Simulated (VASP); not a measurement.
Set up this calculation in VASP 6.6.1, as an ASE script.

```
Task                   : single point
Functional             : vdW-DF-cx
Potentials or basis    : VASP PAW PBE potentials, release 64 (W_sv)
Cutoff                 : 520 eV
k mesh                 : 12 × 12 × 12
Occupations            : methfessel-paxton, width 0.1 eV
Spin                   : no spin polarisation
Further INCAR settings : ALGO = Normal; EDIFF = 1.00e-07
```

Crystal: W.

```xyz
1
Lattice="-1.5823 1.5823 1.5823 1.5823 -1.5823 1.5823 1.5823 1.5823 -1.5823" Properties=species:S:1:pos:R:3 pbc="T T T"
W     0.0000    0.0000    0.0000
```

One way to write it, as run:

run.py

```python
from ase.calculators.vasp import Vasp
from ase.dft.bandgap import bandgap
from ase.spacegroup import crystal

atoms = crystal(
    ['W'],
    basis=[[0.0, 0.0, 0.0]],
    spacegroup=229,
    setting=1,
    cellpar=[3.16469, 3.16469, 3.16469, 90.0, 90.0, 90.0],
    primitive_cell=True,
)
calc = Vasp(
    directory='calc',
    xc='vdw-df-cx',
    pp='PBE',
    setups={'base': 'minimal', 'W': '_sv'},
    prec='Accurate',
    encut=520,
    ediff=1e-07,
    ismear=1,
    sigma=0.1,
    lreal=False,
    lasph=True,
    nelm=100,
    algo='Normal',
    isif=2,
    lwave=False,
    lcharg=False,
    kpts=[12, 12, 12],
    gamma=True,
)
atoms.calc = calc

print('energy (eV):', atoms.get_potential_energy())
print('free energy (eV):', atoms.get_potential_energy(force_consistent=True))
print('forces (eV/A):')
print(atoms.get_forces())
print('stress (eV/A^3, Voigt):', atoms.get_stress())
print('Fermi level (eV):', calc.get_fermi_level())
gap, top, bottom = bandgap(calc)
print('band gap (eV):', gap, 'from (spin, k, band)', top, 'to', bottom)
```

Potentials or basis: VASP PAW PBE potentials, release 64 (W_sv).

Launch:

```bash
$ python run.py
```

It gave:

The pressure is -1.0 GPa and the band gap on the k mesh is none (metal or under the smearing width).

Caveat: the PAW data sets were made with another functional, which shifts forces and pressure a little.

Run time: 24 s on 1 thread of Intel(R) Xeon(R) Platinum 8488C (Sapphire Rapids), on a shared host, peak memory 0.23 GiB.
